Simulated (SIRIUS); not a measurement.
# CdS (Greenockite) (P6_3mc) in SIRIUS: reference runs

How does CdS (Greenockite) come out in PBEsol? The cell is run as given.

All numbers are computed with SIRIUS 7.12.0; they aren't measurements. Logs are shortened: lines on timing, memory, paths and dates and some standing lists are left out, and cuts for length are marked. The log counts tension as positive stress, the text compression.

**What was measured.**

“Isotope dependence of band-gap energy”, 2008, arxiv:0807.2152 quotes, for a bulk crystal of CdS: band gap 2.5809 ± 0.0002 eV.

The results are compared with them further down.

## Step 1: The crystal as given

Symmetry: P6_3mc, No. 186, hexagonal system. Conventional cell: a = 4.150 Å, b = 4.150 Å, c = 6.737 Å, α = 90.00°, β = 90.00°, γ = 120.00°. Around Cd (site symmetry 3m) lie 4 S at 2.53 to 2.54 Å. S (site symmetry 3m) has 4 Cd at 2.53 to 2.54 Å as nearest neighbours.

## Step 2: Single point, PBEsol

File sirius.json:

```json
{
  "control": {
    "processing_unit": "cpu",
    "std_evp_solver_name": "lapack",
    "gen_evp_solver_name": "lapack",
    "verbosity": 2,
    "print_forces": true,
    "ortho_rf": true,
    "use_second_variation": true,
    "rmt_max": 3.0,
    "num_bands_to_print": 24,
    "save_wf": true
  },
  "parameters": {
    "electronic_structure_method": "full_potential_lapwlo",
    "xc_functionals": ["XC_GGA_X_PBE_SOL", "XC_GGA_C_PBE_SOL"],
    "core_relativity": "dirac",
    "valence_relativity": "iora",
    "num_fv_states": 43,
    "smearing": "fermi_dirac",
    "smearing_width": 0.0018374661,
    "pw_cutoff": 20,
    "gk_cutoff": 3.58,
    "lmax_apw": 10,
    "lmax_rho": 8,
    "lmax_pot": 8,
    "num_mag_dims": 0,
    "auto_rmt": 0,
    "ngridk": [7, 7, 4],
    "shiftk": [0, 0, 0],
    "num_dft_iter": 80,
    "energy_tol": 1e-07,
    "density_tol": 1e-05,
    "use_symmetry": true
  },
  "settings": {"tol_ne": 1e-10},
  "iterative_solver": {"type": "exact"},
  "mixer": {"type": "anderson", "beta": 0.5, "max_history": 8},
  "unit_cell": {
    "lattice_vectors": [[7.8423634172, 0.0, 0.0], [-3.9211817086, 6.791685945, 0.0], [0.0, 0.0, 12.7310849016]],
    "atom_types": ["Cd", "S"],
    "atom_files": {"Cd": "Cd.json", "S": "S.json"},
    "atoms": {
      "Cd": [[0.6666666667, 0.3333333333, 0.5], [0.3333333333, 0.6666666667, 0.0]],
      "S": [[0.6666666667, 0.3333333333, 0.875], [0.3333333333, 0.6666666667, 0.375]]
    }
  }
}
```

File Cd.json:

```json
{
  "name": "cadmium",
  "symbol": "Cd",
  "number": 48,
  "mass": 112.411,
  "rmin": 1e-06,
  "rmt": 2.42,
  "nrmt": 800,
  "rinf": 14.45,
  "core": "1s2s2p3s3p3d",
  "valence": [
    {"basis": [{"enu": -0.1, "dme": 0, "n": 0, "auto": 0}, {"enu": -0.1, "dme": 1, "n": 0, "auto": 0}]},
    {"l": 0, "n": 1, "basis": [{"enu": 0.0, "dme": 0, "n": 0, "auto": 0}]},
    {"l": 1, "n": 2, "basis": [{"enu": 0.0, "dme": 0, "n": 0, "auto": 0}]},
    {"l": 2, "n": 3, "basis": [{"enu": -0.0602, "dme": 0, "n": 0, "auto": 0}]},
    {"l": 3, "n": 4, "basis": [{"enu": 0.0, "dme": 0, "n": 0, "auto": 0}]}
  ],
  "lo": [
    {"l": 0, "basis": [{"enu": 0.0, "dme": 0, "n": 0, "auto": 0}, {"enu": 0.0, "dme": 1, "n": 0, "auto": 0}]},
    {
      "l": 0,
      "basis": [{"enu": -3.6589, "dme": 0, "n": 4, "auto": 1}, {"enu": -3.6589, "dme": 1, "n": 4, "auto": 1}]
    },
    {"l": 0, "basis": [{"enu": -3.6589, "dme": 1, "n": 4, "auto": 1}, {"enu": 0.0, "dme": 0, "n": 0, "auto": 0}]},
    {"l": 0, "basis": [{"enu": 0.0, "dme": 0, "n": 0, "auto": 0}, {"enu": 2.7321, "dme": 0, "n": 0, "auto": 0}]},
    {"l": 1, "basis": [{"enu": 0.0, "dme": 0, "n": 0, "auto": 0}, {"enu": 0.0, "dme": 1, "n": 0, "auto": 0}]},
    {
      "l": 1,
      "basis": [{"enu": -2.2396, "dme": 0, "n": 4, "auto": 1}, {"enu": -2.2396, "dme": 1, "n": 4, "auto": 1}]
    },
    {"l": 1, "basis": [{"enu": -2.2396, "dme": 1, "n": 4, "auto": 1}, {"enu": 0.0, "dme": 0, "n": 0, "auto": 0}]},
    {"l": 1, "basis": [{"enu": 0.0, "dme": 0, "n": 0, "auto": 0}, {"enu": 3.1419, "dme": 0, "n": 0, "auto": 0}]},
    {
      "l": 2,
      "basis": [{"enu": -0.0602, "dme": 0, "n": 0, "auto": 0}, {"enu": -0.0602, "dme": 1, "n": 0, "auto": 0}]
    },
    {
      "l": 2,
      "basis": [{"enu": -0.0602, "dme": 1, "n": 0, "auto": 0}, {"enu": -0.0602, "dme": 2, "n": 0, "auto": 0}]
    },
    {
      "l": 2,
      "basis": [{"enu": -0.0602, "dme": 0, "n": 0, "auto": 0}, {"enu": 2.6036, "dme": 0, "n": 0, "auto": 0}]
    },
    {"l": 3, "basis": [{"enu": 0.0, "dme": 0, "n": 0, "auto": 0}, {"enu": 0.0, "dme": 1, "n": 0, "auto": 0}]},
    {"l": 3, "basis": [{"enu": 0.0, "dme": 0, "n": 0, "auto": 0}, {"enu": 2.9711, "dme": 0, "n": 0, "auto": 0}]}
  ],
  "free_atom": [... radial grid and density of the free atom, the start of the SCF ...]
}
```

File S.json:

```json
{
  "name": "sulphur",
  "symbol": "S",
  "number": 16,
  "mass": 32.065,
  "rmin": 1e-06,
  "rmt": 2.18,
  "nrmt": 800,
  "rinf": 13.52,
  "core": "1s",
  "valence": [
    {"basis": [{"enu": -0.1, "dme": 0, "n": 0, "auto": 0}, {"enu": -0.1, "dme": 1, "n": 0, "auto": 0}]},
    {"l": 0, "n": 1, "basis": [{"enu": -0.1366, "dme": 0, "n": 0, "auto": 0}]},
    {"l": 1, "n": 2, "basis": [{"enu": 0.0, "dme": 0, "n": 0, "auto": 0}]},
    {"l": 2, "n": 3, "basis": [{"enu": 0.0, "dme": 0, "n": 0, "auto": 0}]},
    {"l": 3, "n": 4, "basis": [{"enu": 0.0, "dme": 0, "n": 0, "auto": 0}]}
  ],
  "lo": [
    {
      "l": 0,
      "basis": [{"enu": -0.1366, "dme": 0, "n": 0, "auto": 0}, {"enu": -0.1366, "dme": 1, "n": 0, "auto": 0}]
    },
    {
      "l": 0,
      "basis": [{"enu": -0.1366, "dme": 1, "n": 0, "auto": 0}, {"enu": -0.1366, "dme": 2, "n": 0, "auto": 0}]
    },
    {
      "l": 0,
      "basis": [{"enu": -7.4763, "dme": 0, "n": 2, "auto": 1}, {"enu": -7.4763, "dme": 1, "n": 2, "auto": 1}]
    },
    {
      "l": 0,
      "basis": [{"enu": -0.1366, "dme": 0, "n": 0, "auto": 0}, {"enu": 2.3884, "dme": 0, "n": 0, "auto": 0}]
    },
    {"l": 1, "basis": [{"enu": 0.0, "dme": 0, "n": 0, "auto": 0}, {"enu": 0.0, "dme": 1, "n": 0, "auto": 0}]},
    {
      "l": 1,
      "basis": [{"enu": -5.4882, "dme": 0, "n": 2, "auto": 1}, {"enu": -5.4882, "dme": 1, "n": 2, "auto": 1}]
    },
    {"l": 1, "basis": [{"enu": -5.4882, "dme": 1, "n": 2, "auto": 1}, {"enu": 0.0, "dme": 0, "n": 0, "auto": 0}]},
    {"l": 1, "basis": [{"enu": 0.0, "dme": 0, "n": 0, "auto": 0}, {"enu": 3.8717, "dme": 0, "n": 0, "auto": 0}]},
    {"l": 2, "basis": [{"enu": 0.0, "dme": 0, "n": 0, "auto": 0}, {"enu": 0.0, "dme": 1, "n": 0, "auto": 0}]},
    {"l": 2, "basis": [{"enu": 0.0, "dme": 1, "n": 0, "auto": 0}, {"enu": 0.0, "dme": 2, "n": 0, "auto": 0}]},
    {"l": 2, "basis": [{"enu": 0.0, "dme": 0, "n": 0, "auto": 0}, {"enu": 3.2826, "dme": 0, "n": 0, "auto": 0}]},
    {"l": 3, "basis": [{"enu": 0.0, "dme": 0, "n": 0, "auto": 0}, {"enu": 0.0, "dme": 1, "n": 0, "auto": 0}]}
  ],
  "free_atom": [... radial grid and density of the free atom, the start of the SCF ...]
}
```

File sirius_start.json:

```json
{
  "control": {
    "processing_unit": "cpu",
    "std_evp_solver_name": "lapack",
    "gen_evp_solver_name": "lapack",
    "verbosity": 1,
    "print_forces": false,
    "ortho_rf": true,
    "use_second_variation": true,
    "rmt_max": 3.0,
    "num_bands_to_print": 24,
    "save_wf": false
  },
  "parameters": {
    "electronic_structure_method": "full_potential_lapwlo",
    "xc_functionals": ["XC_LDA_X", "XC_LDA_C_PW"],
    "core_relativity": "dirac",
    "valence_relativity": "iora",
    "num_fv_states": 43,
    "smearing": "fermi_dirac",
    "smearing_width": 0.0055123983,
    "pw_cutoff": 20,
    "gk_cutoff": 2.86,
    "lmax_apw": 10,
    "lmax_rho": 8,
    "lmax_pot": 8,
    "num_mag_dims": 0,
    "auto_rmt": 0,
    "ngridk": [3, 3, 2],
    "shiftk": [0, 0, 0],
    "num_dft_iter": 30,
    "energy_tol": 0.01,
    "density_tol": 0.05,
    "use_symmetry": true
  },
  "settings": {"tol_ne": 1e-10},
  "iterative_solver": {"type": "exact"},
  "mixer": {"type": "anderson", "beta": 0.5, "max_history": 8},
  "unit_cell": {
    "lattice_vectors": [[7.8423634172, 0.0, 0.0], [-3.9211817086, 6.791685945, 0.0], [0.0, 0.0, 12.7310849016]],
    "atom_types": ["Cd", "S"],
    "atom_files": {"Cd": "Cd.json", "S": "S.json"},
    "atoms": {
      "Cd": [[0.6666666667, 0.3333333333, 0.5], [0.3333333333, 0.6666666667, 0.0]],
      "S": [[0.6666666667, 0.3333333333, 0.875], [0.3333333333, 0.6666666667, 0.375]]
    }
  }
}
```

Potentials or basis: all-electron FP-LAPW, apw+lo standard.

The run is started by

```console
$ OMP_NUM_THREADS=1 sirius.scf --input=sirius_start.json --output=start.json
$ OMP_NUM_THREADS=1 sirius.scf --input=sirius.json --output=output.json --task=1
```

Standard output:

```text
[info] SIRIUS version : 7.12.0
[info] number of MPI ranks           : 1
[info] MPI grid                      : 1 1
[info] maximum number of OMP threads : 1
[fft] FFT context for density and potential
[fft] =====================================
[fft]   plane wave cutoff                     : 20
[fft]   grid size                             : 54 54 90   total : 262440
[fft]   grid limits                           : -26 27   -26 27   -44 45
[fft]   number of G-vectors within the cutoff : 91587
[fft]   number of G-shells                    : 4456
[fft] FFT context for coarse grid
[fft] =====================================
[fft]   plane wave cutoff                     : 7.16
[fft]   grid size                             : 20 20 32   total : 12800
[fft]   grid limits                           : -9 10   -9 10   -15 16
[fft]   number of G-vectors within the cutoff : 4187
[fft]   number of G-shells                    : 263
[unit cell] lattice vectors
[unit cell]   a1 :       7.8423634172      0.0000000000      0.0000000000
[unit cell]   a2 :      -3.9211817086      6.7916859450      0.0000000000
[unit cell]   a3 :       0.0000000000      0.0000000000     12.7310849016
[unit cell] reciprocal lattice vectors
[unit cell]   b1 :       0.8011851750      0.4625644765     -0.0000000000
[unit cell]   b2 :       0.0000000000      0.9251289530      0.0000000000
[unit cell]   b3 :       0.0000000000     -0.0000000000      0.4935310192
[unit cell] unit cell volume :       678.09411239 [a.u.^3]
[unit cell] 1/sqrt(omega)    :         0.03840210
[unit cell] MT volume        :       205.52483447 (30.31%)
[unit cell] IT volume        :       472.56927792 (69.69%)
[unit cell] number of atom types : 2
[unit cell] type id : 0 symbol : Cd mt_radius :   2.420000 num_atoms : 2
[unit cell] type id : 1 symbol :  S mt_radius :   2.180000 num_atoms : 2
[unit cell] total number of atoms : 4
[unit cell] number of symmetry classes : 2
[unit cell] atom id  type id  class id             position                      vector_field
[unit cell] ------------------------------------------------------------------------------------------
[unit cell]      0        0        0      0.66667   0.33333   0.50000      0.00000   0.00000   0.00000
[unit cell]      1        0        0      0.33333   0.66667   0.00000      0.00000   0.00000   0.00000
[unit cell]      2        1        1      0.66667   0.33333   0.87500      0.00000   0.00000   0.00000
[unit cell]      3        1        1      0.33333   0.66667   0.37500      0.00000   0.00000   0.00000
[unit cell] atom id         position (Cartesian, a.u.)
[... 369 lines left out ...]
[generate_core_charge_density]   n,l,k : 3 2 2  energy :         -14.35268050
[generate_core_charge_density]   n,l,k : 3 2 3  energy :         -14.09604208
[generate_core_charge_density] atom class : 1
[generate_core_charge_density]   n,l,k : 1 0 1  energy :         -87.91524081
[... 25 lines left out ...]
[find] valence_eval_sum               :    -139.78727396
[find] core_eval_sum                  :   -7030.28380875
[find] kinetic energy                 :   12526.41791793
[find] enuc                           :  -14540.63327490
[find] <rho|V^{XC}>                   :    -465.21516815
[find] <rho|E^{XC}>                   :    -354.24084222
[find] <mag|B^{XC}>                   :       0.00000000
[find] <rho|V^{H}>                    :  -19231.27383249
[find] smearing (-TS)                 :      -0.00000002
[find] SCF correction                 :       0.00004044
[find] Total energy                   :  -11984.09307499 (Ha),  -23968.18614998 (Ry)
[find] Free energy (E-TS)             :  -11984.09307501 (Ha),  -23968.18615003 (Ry)
[find] band gap (eV)                  :       1.05058681
[find] Efermi                         :       0.11382838
[find] iteration : 7, RMS (target) : 3.5311e-06 (1.0000e-05) , energy difference (target) : -2.9841e-08 (1.0000e-07)
[find] converged after 8 SCF iterations!
Warning in function "check_num_electrons" at src/density/density.cpp:1179
wrong number of electrons
  obtained value : 128
  target value : 128
  difference : 3.81086e-05
  total core leakage : 5.72969e-09
    atom class : 0, core leakage : 2.86485e-09
    atom class : 1, core leakage : 0
[find] Charges and magnetic moments
[find] --------------------------------------------------------------------------------
[find] atom      charge    core leakage
[find] --------------------------------------------------------------------------------
[find]    0   46.263429    2.864846e-09
[find]    1   46.263429    2.864846e-09
[find]    2   14.454849    0.000000e+00
[find]    3   14.454849    0.000000e+00
[find] total core leakage    : 5.72969179e-09
[find] interstitial charge   : 6.563406
[find] total charge          : 127.999962
[find] Energy
[find] --------------------------------------------------------------------------------
[find] valence_eval_sum               :    -139.78727396
[find] core_eval_sum                  :   -7030.28380875
[find] kinetic energy                 :   12526.41791793
[find] enuc                           :  -14540.63327490
[find] <rho|V^{XC}>                   :    -465.21516815
[find] <rho|E^{XC}>                   :    -354.24084222
[find] <mag|B^{XC}>                   :       0.00000000
[find] <rho|V^{H}>                    :  -19231.27383249
[find] smearing (-TS)                 :      -0.00000002
[find] SCF correction                 :       0.00004044
[find] Total energy                   :  -11984.09307499 (Ha),  -23968.18614998 (Ry)
[find] Free energy (E-TS)             :  -11984.09307501 (Ha),  -23968.18615003 (Ry)
[find] band gap (eV)                  :       1.05058681
[find] Efermi                         :       0.11382838
[ground_state]
[ground_state] ==== total Forces in Ha/bohr =====
[ground_state] atom:    0, force:       0.0000000      0.0000000     -0.0011152
[ground_state] atom:    1, force:       0.0000000      0.0000000     -0.0011152
[ground_state] atom:    2, force:       0.0000000      0.0000000      0.0012823
[ground_state] atom:    3, force:       0.0000000     -0.0000000      0.0012823
[ground_state] ==== contribution from density =====
[ground_state] atom:    0, force:       0.0000000      0.0000000     -0.0301477
[ground_state] atom:    1, force:       0.0000000      0.0000000     -0.0301477
[ground_state] atom:    2, force:       0.0000000     -0.0000000      0.0014115
[ground_state] atom:    3, force:       0.0000000      0.0000000      0.0014115
[ground_state] ==== contribution from Hartree potential =====
[ground_state] atom:    0, force:       0.0000000     -0.0000000      0.0253030
[ground_state] atom:    1, force:       0.0000000      0.0000000      0.0253030
[ground_state] atom:    2, force:       0.0000000     -0.0000000      0.0018336
[ground_state] atom:    3, force:       0.0000000      0.0000000      0.0018336
[ground_state] ==== contribution from IBS =====
[ground_state] atom:    0, force:       0.0000000      0.0000000      0.0037295
[ground_state] atom:    1, force:       0.0000000      0.0000000      0.0037295
[ground_state] atom:    2, force:       0.0000000      0.0000000     -0.0019628
[ground_state] atom:    3, force:       0.0000000     -0.0000000     -0.0019628
```

Run time: 3.2 min. Hardware: 1 thread of Arm Neoverse V1, shared host; peak memory 0.75 GiB.

Results:

```yaml
Free_energy: -326103.7855 eV
Largest_force: 0.066 eV/Å
Band_gap_on_the_k_mesh: 1.05 eV, direct
All_electrons_inside_the_program's_atomic_spheres: Cd 46.26; S 14.45 (radii Cd 2.42, S 2.18 bohr)
```

Forces in eV/Å, atoms in the order of the input:
```
Cd   0.000  0.000 -0.057
Cd   0.000  0.000 -0.057
S    0.000  0.000  0.066
S    0.000  0.000  0.066
```

## Step 3: Against experiment

Step 2. Against the measured gap of CdS, 2.5809 eV (quoted in “Isotope dependence of band-gap energy”, 2008, arxiv:0807.2152), the calculated 1.05 eV is off by -1.53 eV. So large a miss can be the level of theory's own, or it may mean another phase, state or a wrong row. Spin-orbit coupling on Cd is left out. The value is that of PBEsol, without temperature or zero-point motion. Semilocal functionals fall short of measured gaps as a rule.
